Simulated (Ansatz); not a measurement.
SnO2:

```xyz
6
Lattice="4.7880 0.0000 0.0000 0.0000 4.8666 0.0000 0.0000 0.0000 3.2409" Properties=species:S:1:pos:R:3 pbc="T T T"
Sn    0.0000    0.0000    0.0000
Sn    2.3940    2.4333    1.6204
O     3.3906    3.3042    0.0000
O     0.9966    3.9957    1.6204
O     3.7914    0.8709    1.6204
O     1.3974    1.5624    0.0000
```

The cell is a database's computed one.

- Program: Ansatz 0.2.0
- Task: relaxation of cell and atoms
- Functional: PBEsol
- Potentials or basis: Ansatz PAW
- Cutoff: 420 eV (not typed: the program's choice for these potentials)
- k mesh: 6 × 6 × 8
- Occupations: fermi-dirac, width 0.05 eV
- Spin: no spin polarisation

At the start: volume 12.59 Å³/atom.

How do energy, volume and symmetry change on relaxing?

It ends after 9 steps and the volume is 12.18 Å³/atom (-3.3 %); space group P4_2/mnm (No. 136, to 0.05 Å).

Step by step:
```tsv
step	energy change (eV)	largest force (eV/Å)	volume (Å³)
1	0.0000	0.1175	75.52
2	-0.0670	0.0693	73.05
3	-0.0706	0.0379	73.07
4	-0.0746	0.0068	73.15
5	-0.0747	0.0033	73.16
6	-0.0748	0.0002	73.15
7	-0.0640	0.0007	73.15
8	-0.0646	0.0007	73.06
9	-0.0639	0.0007	73.06
```

Final structure:
```yaml
crystal:
  lattice:
    - [4.76851, 0.00000, 0.00000]
    - [0.00000, 4.76999, 0.00000]
    - [0.00000, 0.00000, 3.21200]
  atoms:
    - { symbol: Sn, position: [0.00000, 0.00000, 0.00000] }
    - { symbol: Sn, position: [0.50000, 0.50000, 0.50000] }
    - { symbol: O, position: [0.69380, 0.69364, 0.00000] }
    - { symbol: O, position: [0.19380, 0.80636, 0.50000] }
    - { symbol: O, position: [0.80620, 0.19364, 0.50000] }
    - { symbol: O, position: [0.30620, 0.30636, 0.00000] }
```

Caveat: the plane-wave basis is chosen anew once the cell has moved, so the energies of steps on either side of that aren't comparable; the pressure holds a Pulay correction of +0.9 GPa for the finite cutoff; the PAW data sets come from PBE, with cores solved anew for the run's functional, which leaves a small shift of forces and pressure.
